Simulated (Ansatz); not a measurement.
# Al2O3 (Corundum) (R-3c) in Ansatz: a series of runs

One crystal, Al2O3 (Corundum), is run at these levels: r2SCAN+D3(BJ); tasks: single point, equation of state.

Program: Ansatz 0.2.0. These are calculated values, not measurements. Logs are shortened: lines on timing, memory, paths and dates and some standing lists are left out, and cuts for length are marked.

## (1) The crystal as given

The structure is trigonal, space group R-3c (No. 167). The conventional cell has a = 4.760 Å, b = 4.760 Å, c = 12.996 Å, α = 90.00°, β = 90.00°, γ = 120.00°. Al (site symmetry 3) has 6 O at 1.85 to 1.97 Å as nearest neighbours. O (site symmetry 2) is surrounded by 4 Al at 1.85 to 1.97 Å.

## (2) Single point, r2SCAN+D3(BJ), 7.99 Å³/atom (volume scaled by 0.94)

Input file input.yaml:

```yaml
crystal:
  lattice:
    - [2.3316598353, 1.3461844335, 4.2434364115]
    - [-2.3316598353, 1.3461844335, 4.2434364115]
    - [0.0, -2.6923688671, 4.2434364115]
  atoms:
    - { symbol: Al, position: [0.85216, 0.85216, 0.85216] }
    - { symbol: Al, position: [0.64784, 0.64784, 0.64784] }
    - { symbol: Al, position: [0.14784, 0.14784, 0.14784] }
    - { symbol: Al, position: [0.35216, 0.35216, 0.35216] }
    - { symbol: O, position: [0.05668, 0.75, 0.44332] }
    - { symbol: O, position: [0.75, 0.44332, 0.05668] }
    - { symbol: O, position: [0.44332, 0.05668, 0.75] }
    - { symbol: O, position: [0.94332, 0.25, 0.55668] }
    - { symbol: O, position: [0.25, 0.55668, 0.94332] }
    - { symbol: O, position: [0.55668, 0.94332, 0.25] }
hamiltonian:
  xc: r2scan
  pseudopotentials: { kind: paw }
  dispersion: d3bj
kpoints:
  mp_grid: { grid: [7, 7, 7] }
scf:
  occupations: { method: fermi_dirac, width: 0.05 }
output:
  forces: true
  stress: true
  eigenvalues: true
```

Potentials or basis: Ansatz PAW.

The run is started by

```console
ansatz run input.yaml --threads 2 --pin off --max-ram 5120MiB --backend cpu --events-out ev --progress --plain --runs-dir out
```

The log of the run:

```text
Warning: the engine holds no damping parameters fitted to this dispersion correction and functional, so the run takes those fitted to r2scan beside the three-body term, which d3bj leaves out (hamiltonian.dispersion, under Limitations)
Warning: RAYON_NUM_THREADS=2 ignored (pool sized by the plan → 2); use --threads N
Engine: ansatz 0.2.0, x86_64-unknown-linux-gnu
Pseudopotentials: kind: paw
Pseudopotential: Al, paw, valence charge 3, recommended cutoff 500 eV (meta_gga), Al.paw.azcp
Pseudopotential: O, paw, valence charge 6, recommended cutoff 500 eV (meta_gga), O.paw.azcp
Functional definition: r2SCAN
  parameter k0 = 0.174
  parameter k1 = 0.065
  parameter a1 = 4.9479
  exchange = r2scan_x(k0 = k0, k1 = k1, a1 = a1)
  correlation = r2scan_c
Crystal: 10 atoms, lattice volume = 79.917 Å³
Basis set: ecut = 500 eV, 2067 PW (Γ), exchange–correlation on 160×160×160 points (64 copies of the dense FFT grid, shifted against one another)
Bands: 34, of which v1, the nominal top of the filled ones, is band 24 counted from 1 (23 counted from 0)
Symmetry: 12 space group operations
Space group: R-3c (ITA 167), of the structure as read, at distance tolerance 4.3e-5 Å
k-points: 44 of 343
Non-local potential: Al, projectors of the file, l = 0: 2, l = 1: 2, l = 2: 1
Non-local potential: O, projectors of the file, l = 0: 2, l = 1: 2, l = 2: 1
PAW form: soft (Blöchl's): semilocal exchange-correlation on the pseudo side does not see the compensation charge
PAW frozen core: Al, regenerated for the run's functional (the file was generated under x = pbe(κ = 0.804, μ = 0.2195149727645171), c = pbe(β = 0.06672455060314922))
PAW frozen core: O, regenerated for the run's functional (the file was generated under x = pbe(κ = 0.804, μ = 0.2195149727645171), c = pbe(β = 0.06672455060314922))
PAW one-centre angular grid: Al, 302 points (default); XC on 160 Gauss nodes
PAW one-centre angular grid: O, 302 points (default); XC on 160 Gauss nodes
Initial density: superposition of atomic densities (neutral atoms: chi_scale 0, normalization atom), corrected by the library's trained network
Initial wavefunctions: pseudopotential atomic-orbital guess
Functional: x = r2scan, c = r2scan; τ floored in thin density (d = 2e-4 eV/Å³)
SCF iter   1: F=—  HF=-5590.985029 eV  |F-HF|=—  |Δ(HF+E_count)|=         —  Δρ=7.98e-3  dr2=4.48e-2  dr2_τ=7.38e-1  ethr=1.77e-3  ⟨swp⟩=8.1  Hψ=8565  notcnv=0  defer=16
preconditioner: auto → none  [insulator: Δε(μ)=7.843 eV  Ē_g=19.769 eV  σ=0.050 eV  W_gap=1.00  n_scr=14 (ndim 8)  ℏωp=28.8 eV  f_vac=0.000  D(μ)=0.00/eV (n_scr^D=0)  ε∞_Penn≈3.1]
SCF iter   2: F=—  HF=-5591.550260 eV  |F-HF|=—  |Δ(HF+E_count)|=   5.65e-1  Δρ=5.17e-3  dr2=1.03e-2  dr2_τ=1.12e-3  ethr=9.34e-5  ⟨swp⟩=3.1  Hψ=3499  notcnv=0  defer=145
SCF iter   3: F=—  HF=-5591.549907 eV  |F-HF|=—  |Δ(HF+E_count)|=   3.53e-4  Δρ=5.97e-4  dr2=1.36e-4  dr2_τ=5.02e-5  ethr=2.15e-5  ⟨swp⟩=2.8  Hψ=2628  notcnv=0  defer=101
automatic band count: iteration 3 solves 33 bands in place of 34: the levels show a gap, and the empty bands left out lie too high to hold charge; the band table lists the bands solved (type scf.n_extra_bands for more)
SCF iter   4: F=—  HF=-5591.549927 eV  |F-HF|=—  |Δ(HF+E_count)|=   2.00e-5  Δρ=2.35e-4  dr2=3.94e-5  dr2_τ=2.27e-6  ethr=2.82e-7  ⟨swp⟩=2.0  Hψ=2355  notcnv=0  defer=101
SCF iter   5: F=—  HF=-5591.549920 eV  |F-HF|=—  |Δ(HF+E_count)|=   6.34e-6  Δρ=2.64e-5  dr2=1.63e-7  dr2_τ=1.84e-7  ethr=8.22e-8  ⟨swp⟩=2.0  Hψ=2167  notcnv=0  defer=101
SCF iter   6: F=-5591.549921 eV  HF=-5591.549921 eV  |F-HF|=6.41e-9  |Δ(HF+E_count)|=   1.98e-7  Δρ=7.46e-6  dr2=2.12e-8  dr2_τ=3.27e-9  ethr=2.08e-10  ⟨swp⟩=10.8  Hψ=6916  notcnv=0
SCF 1 converged in 6 iterations: F = -5591.549921 eV  dr2 = 2.12e-8
SCF converged after 6 iterations
Free energy (F): -5591.549921 eV
Harris-Foulkes:  -5591.549921 eV  (|F-HF|=6.41e-9)
Internal energy: -5591.549921 eV  (E = F + TS)
E sigma→0 (E₀):  -5591.549921 eV
Fermi energy:    12.193842 eV
--- Per-component energies (eV) ---
  E_band       = 63.902159
  E_kinetic    = 1207.112873
  E_local      = -1928.085087  (includes V_loc(G=0)·N_el)
  E_nonlocal   = 321.192448
  E_hartree    = 722.123930
  E_xc         = -605.172714
  E_vxc        = -783.707051  (∫ρ·V_xc dr)
  E_paw        = -2859.408846  (= ΣΔE_a)
  E_vpaw       = -244.007694  (= ΣTr[D̂ρ^β])
  E_aug_tail   = 0.006592  (compensation charges beyond the density's cutoff)
  E_vtau       = 47.137817  (kinetic-family band-sum trace: ∫τ·v_τ [+ j·A + Jᵃ·Aᵃ] dr)
  E_ewald      = -2447.697601
  E_disp       = -1.189438  (pairwise vdW)
  E_core_change = -0.432078  (= ΣΔE_core)
  E_smearing   = -0.000000  (= −TS)
  E_closure    = 0.000000  (closes the sum)
  Σ components = -5591.549921   (vs F -5591.549921, Δ=0.00e0)
--- Forces (eV/Å), atoms counted from 1 ---
  atom   1  Al    -0.00000000     0.00000000    -0.11465553
  atom   2  Al    -0.00000000    -0.00000000     0.11465553
  atom   3  Al     0.00000000    -0.00000000     0.11465553
  atom   4  Al     0.00000000     0.00000000    -0.11465553
  atom   5  O      0.01123916     0.01946679     0.00000000
  atom   6  O      0.01123916    -0.01946679    -0.00000000
  atom   7  O     -0.02247831     0.00000000    -0.00000000
  atom   8  O     -0.01123916    -0.01946679    -0.00000000
  atom   9  O     -0.01123916     0.01946679     0.00000000
  atom  10  O      0.02247831     0.00000000    -0.00000000
  max |Σ_I F_I| component: 1.39e-17 eV/Å
--- Stress (GPa, compression-positive) ---
       15.816204       0.000000       0.000000
        0.000000      15.816204       0.000000
        0.000000       0.000000      14.386156
  P = ⅓ Tr σ = 15.3395 GPa (153.395 kbar)
--- Band table (eV; the first three rows and the last of 44) ---
  k-point 0: bands = ["-12.5123", "-9.9873", "-9.6808", "-9.6808", "-9.3545", "-9.3545", "0.8755", "1.9621", "2.2153", "2.2153", "3.4036", "3.4350", "3.4350", "4.5353", "5.1020", "6.6012", "6.6012", "6.7033", "6.7033", "7.5651", "7.5651", "8.0996", "8.0996", "8.1691", "16.1013", "18.8049", "20.9421", "21.3600", "21.3600", "21.3787", "21.9778", "22.1068", "22.1068"]
  k-point 1: bands = ["-12.3980", "-10.0351", "-9.7598", "-9.7060", "-9.4080", "-9.3597", "0.9985", "1.6809", "2.0859", "2.7851", "2.8408", "3.3702", "4.2543", "4.9932", "5.3106", "6.1915", "6.5286", "6.6311", "6.7987", "7.3335", "7.4003", "7.8179", "8.0653", "8.1157", "16.5686", "19.2108", "20.4330", "20.9918", "21.1810", "21.2510", "22.2877", "22.2947", "22.5420"]
  k-point 2: bands = ["-12.0680", "-10.3873", "-9.7502", "-9.7425", "-9.5326", "-9.4022", "1.1844", "1.7615", "1.7897", "2.6687", "3.3236", "3.8292", "5.1595", "5.2205", "5.7237", "6.0264", "6.0933", "6.3448", "6.6511", "6.6627", "7.2530", "7.5960", "7.9265", "7.9850", "17.6430", "19.8587", "20.0345", "20.3022", "20.7392", "21.1509", "22.1409", "22.2222", "22.5097"]
  k-point 43: bands = ["-11.4393", "-11.2660", "-9.8263", "-9.7244", "-9.4302", "-9.3866", "2.0846", "2.2158", "3.0497", "3.1134", "3.5049", "3.9171", "4.1086", "4.3493", "5.3160", "5.5282", "5.6379", "6.1258", "6.3388", "6.5000", "7.4724", "7.4813", "7.6145", "7.6762", "18.6728", "18.8874", "20.6994", "20.8936", "21.9963", "22.0454", "22.1058", "22.7112", "22.8247"]
```

Run time: 4.5 s. Hardware: 2 threads of INTEL XEON PLATINUM 8581C at 2.10GHz (Emerald Rapids), shared host; peak memory 0.75 GiB.

Results:

```
Free energy            : -5591.5499 eV
Pressure               : 15.3 GPa
Largest force          : 0.115 eV/Å
Band gap on the k mesh : 7.93 eV, direct
```

Caveat: odd divisions of the mesh miss points on the zone boundary, where band edges often lie, so the gap on the mesh can be too wide; the PAW data sets come from PBE, with cores solved anew for the run's functional, which leaves a small shift of forces and pressure; the dispersion damping was fitted for another functional or another form of the correction.

## (3) Single point, r2SCAN+D3(BJ), 8.16 Å³/atom (volume scaled by 0.96)

input.yaml: that of step 2 with these lines changed.

```diff
@@ -2,5 +2,5 @@
   lattice:
-    - [2.3316598353, 1.3461844335, 4.2434364115]
-    - [-2.3316598353, 1.3461844335, 4.2434364115]
-    - [0.0, -2.6923688671, 4.2434364115]
+    - [2.348080516, 1.3556649179, 4.2733207511]
+    - [-2.348080516, 1.3556649179, 4.2733207511]
+    - [0.0, -2.711329836, 4.2733207511]
   atoms:
```

Potentials or basis: Ansatz PAW.

The run is started by

```console
ansatz run input.yaml --threads 2 --pin off --max-ram 5120MiB --backend cpu --events-out ev --progress --plain --runs-dir out
```

Wall time 5.3 s (2 threads of INTEL XEON PLATINUM 8581C at 2.10GHz (Emerald Rapids), shared host); peak memory 0.76 GiB.

The run converged. Its results:

- Free energy: -5591.6777 eV
- Pressure: 8.9 GPa
- Largest force: 0.095 eV/Å
- Band gap on the k mesh: 7.65 eV, direct

Caveat: odd divisions of the mesh miss points on the zone boundary, where band edges often lie, so the gap on the mesh can be too wide; the PAW data sets come from PBE, with cores solved anew for the run's functional, which leaves a small shift of forces and pressure; the dispersion damping was fitted for another functional or another form of the correction.

## (4) Single point, r2SCAN+D3(BJ), 8.33 Å³/atom (volume scaled by 0.98)

input.yaml: that of step 3 with these lines changed.

```diff
@@ -2,5 +2,5 @@
   lattice:
-    - [2.348080516, 1.3556649179, 4.2733207511]
-    - [-2.348080516, 1.3556649179, 4.2733207511]
-    - [0.0, -2.711329836, 4.2733207511]
+    - [2.3642746864, 1.3650146266, 4.30279286]
+    - [-2.3642746864, 1.3650146266, 4.30279286]
+    - [0.0, -2.7300292533, 4.30279286]
   atoms:
@@ -28 +28,5 @@
   eigenvalues: true
+  write_density: true
+  write_potential: true
+  elf: true
+  volumetric_format: npy
```

The run is started by

```console
ansatz run input.yaml --threads 2 --pin off --max-ram 5120MiB --backend cpu --events-out ev --progress --plain --runs-dir out
```

Run time: 6.2 s. Hardware: 2 threads of INTEL XEON PLATINUM 8581C at 2.10GHz (Emerald Rapids), shared host; peak memory 0.71 GiB.

Results (log left out):

```yaml
Free_energy: -5591.7400 eV
Pressure: 3.0 GPa
Largest_force: 0.077 eV/Å
Band_gap_on_the_k_mesh: 7.38 eV, direct
```

Caveat: odd divisions of the mesh miss points on the zone boundary, where band edges often lie, so the gap on the mesh can be too wide; the PAW data sets come from PBE, with cores solved anew for the run's functional, which leaves a small shift of forces and pressure; the dispersion damping was fitted for another functional or another form of the correction.

## (5) Single point, r2SCAN+D3(BJ), 8.50 Å³/atom

input.yaml: that of step 4 with these lines changed.

```diff
@@ -2,5 +2,5 @@
   lattice:
-    - [2.3642746864, 1.3650146266, 4.30279286]
-    - [-2.3642746864, 1.3650146266, 4.30279286]
-    - [0.0, -2.7300292533, 4.30279286]
+    - [2.38025, 1.3742379782, 4.3318666667]
+    - [-2.38025, 1.3742379782, 4.3318666667]
+    - [0.0, -2.7484759565, 4.3318666667]
   atoms:
@@ -28,5 +28 @@
   eigenvalues: true
-  write_density: true
-  write_potential: true
-  elf: true
-  volumetric_format: npy
```

The run is started by

```console
ansatz run input.yaml --threads 2 --pin off --max-ram 5120MiB --backend cpu --events-out ev --progress --plain --runs-dir out
```

Wall time 5.5 s (2 threads of INTEL XEON PLATINUM 8581C at 2.10GHz (Emerald Rapids), shared host); peak memory 0.75 GiB.

Results (log left out):

* Free energy: -5591.7430 eV
* Pressure: -2.3 GPa
* Largest force: 0.061 eV/Å
* Band gap on the k mesh: 7.11 eV, direct

Caveat: odd divisions of the mesh miss points on the zone boundary, where band edges often lie, so the gap on the mesh can be too wide; the PAW data sets come from PBE, with cores solved anew for the run's functional, which leaves a small shift of forces and pressure; the dispersion damping was fitted for another functional or another form of the correction.

## (6) Single point, r2SCAN+D3(BJ), 8.67 Å³/atom (volume scaled by 1.02)

input.yaml: that of step 5 with these lines changed.

```diff
@@ -2,5 +2,5 @@
   lattice:
-    - [2.38025, 1.3742379782, 4.3318666667]
-    - [-2.38025, 1.3742379782, 4.3318666667]
-    - [0.0, -2.7484759565, 4.3318666667]
+    - [2.3960137044, 1.3833391572, 4.3605553615]
+    - [-2.3960137044, 1.3833391572, 4.3605553615]
+    - [0.0, -2.7666783145, 4.3605553615]
   atoms:
```

Potentials or basis: Ansatz PAW.

The run is started by

```console
ansatz run input.yaml --threads 2 --pin off --max-ram 5120MiB --backend cpu --events-out ev --progress --plain --runs-dir out
```

Run time: 5.3 s. Hardware: 2 threads of INTEL XEON PLATINUM 8581C at 2.10GHz (Emerald Rapids), shared host; peak memory 0.76 GiB.

It converged, with:

- Free energy: -5591.6924 eV
- Pressure: -7.1 GPa
- Largest force: 0.064 eV/Å
- Band gap on the k mesh: 6.86 eV, direct

Caveat: odd divisions of the mesh miss points on the zone boundary, where band edges often lie, so the gap on the mesh can be too wide; the PAW data sets come from PBE, with cores solved anew for the run's functional, which leaves a small shift of forces and pressure; the dispersion damping was fitted for another functional or another form of the correction.

## (7) Single point, r2SCAN+D3(BJ), 8.84 Å³/atom (volume scaled by 1.04)

input.yaml: that of step 6 with these lines changed.

```diff
@@ -2,5 +2,5 @@
   lattice:
-    - [2.3960137044, 1.3833391572, 4.3605553615]
-    - [-2.3960137044, 1.3833391572, 4.3605553615]
-    - [0.0, -2.7666783145, 4.3605553615]
+    - [2.4115726709, 1.3923221307, 4.3888714495]
+    - [-2.4115726709, 1.3923221307, 4.3888714495]
+    - [0.0, -2.7846442615, 4.3888714495]
   atoms:
@@ -28 +28,5 @@
   eigenvalues: true
+  write_density: true
+  write_potential: true
+  elf: true
+  volumetric_format: npy
```

The run is started by

```console
ansatz run input.yaml --threads 2 --pin off --max-ram 5120MiB --backend cpu --events-out ev --progress --plain --runs-dir out
```

It took 6.7 s on 2 threads of INTEL XEON PLATINUM 8581C at 2.10GHz (Emerald Rapids), shared host; peak memory 0.75 GiB.

The run converged. Its results:

```
Free energy            : -5591.5933 eV
Pressure               : -11.5 GPa
Largest force          : 0.082 eV/Å
Band gap on the k mesh : 6.61 eV, direct
```

Caveat: odd divisions of the mesh miss points on the zone boundary, where band edges often lie, so the gap on the mesh can be too wide; the PAW data sets come from PBE, with cores solved anew for the run's functional, which leaves a small shift of forces and pressure; the dispersion damping was fitted for another functional or another form of the correction.

## (8) Single point, r2SCAN+D3(BJ), 9.01 Å³/atom (volume scaled by 1.06)

input.yaml: that of step 7 with these lines changed.

```diff
@@ -2,5 +2,5 @@
   lattice:
-    - [2.4115726709, 1.3923221307, 4.3888714495]
-    - [-2.4115726709, 1.3923221307, 4.3888714495]
-    - [0.0, -2.7846442615, 4.3888714495]
+    - [2.4269334206, 1.4011906636, 4.4168267984]
+    - [-2.4269334206, 1.4011906636, 4.4168267984]
+    - [0.0, -2.8023813274, 4.4168267984]
   atoms:
@@ -28,5 +28 @@
   eigenvalues: true
-  write_density: true
-  write_potential: true
-  elf: true
-  volumetric_format: npy
```

The run is started by

```console
ansatz run input.yaml --threads 2 --pin off --max-ram 5120MiB --backend cpu --events-out ev --progress --plain --runs-dir out
```

Wall time 5.5 s (2 threads of INTEL XEON PLATINUM 8581C at 2.10GHz (Emerald Rapids), shared host); peak memory 0.77 GiB.

It converged, with:

| Quantity | Value |
| --- | --- |
| Free energy | -5591.4502 eV |
| Pressure | -15.4 GPa |
| Largest force | 0.099 eV/Å |
| Band gap on the k mesh | 6.37 eV, direct |

Caveat: odd divisions of the mesh miss points on the zone boundary, where band edges often lie, so the gap on the mesh can be too wide; the PAW data sets come from PBE, with cores solved anew for the run's functional, which leaves a small shift of forces and pressure; the dispersion damping was fitted for another functional or another form of the correction.

## (9) Equation of state, r2SCAN+D3(BJ)

Potentials or basis: Ansatz PAW.

This step only gathers the single runs of the series.

Results:

```yaml
Equilibrium_volume: 8.43 Å³/atom
Bulk_modulus_at_fixed_shape_and_positions: 262 GPa
Pressure_derivative_of_the_bulk_modulus: 4.0
```

Energy against volume, from the lowest point:
```tsv
volume (Å³/atom)	energy (meV/atom)
7.992	19.31
8.162	6.53
8.332	0.30
8.502	0.00
8.672	5.06
8.842	14.97
9.012	29.28
```

Caveat: the cell was scaled at fixed shape and fractional positions, which overstates the stiffness of a crystal with free parameters, most of all of layers and chains; the PAW data sets were made with another functional, which shifts forces and pressure a little.
